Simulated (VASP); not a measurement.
ScAl3, 4 atoms in the cell. The structure is cubic, space group Pm-3m (No. 221). The conventional cell has a = 4.100 Å, b = 4.100 Å, c = 4.100 Å, α = 90.00°, β = 90.00°, γ = 90.00°. Sc (site symmetry m-3m) has 12 Al at 2.90 Å as nearest neighbours. Al (site symmetry 4/mmm) has 4 Sc at 2.90 Å and 8 Al at 2.90 Å as nearest neighbours. The cell is a database's computed one. The cell isn't the ideal one: a relaxed cell with its volume scaled by 1.02.

| Quantity | Value |
| --- | --- |
| Program | VASP 6.6.1 |
| Task | relaxation of the atoms |
| Functional | PBEsol |
| Potentials or basis | VASP PAW PBE potentials, release 64 (Sc_sv, Al) |
| Cutoff | 600 eV |
| k mesh | 10 × 10 × 10 |
| Occupations | methfessel-paxton, width 0.1 eV |
| Spin | no spin polarisation |
| Further INCAR settings | ALGO = Fast; EDIFF = 1e-07; IBRION = 2; EDIFFG = -0.01; NSW = 40 |

Potentials or basis: VASP PAW PBE potentials, release 64 (Sc_sv, Al).

The run is started by

```console
$ cat potpaw_PBE.64/Sc_sv/POTCAR potpaw_PBE.64/Al/POTCAR > POTCAR
$ mpirun -np 1 vasp_std > vasp.out
```

Hardware: 1 thread of Intel(R) Xeon(R) 6975P-C (Granite Rapids) (shared host).

Problem. How long does it take, and how much memory?

Solution. Wall time 45 s on 1 thread of Intel(R) Xeon(R) 6975P-C (Granite Rapids), on a shared host, peak memory 0.24 GiB. Counts: scf iterations 26, k points 56, ion steps 1.
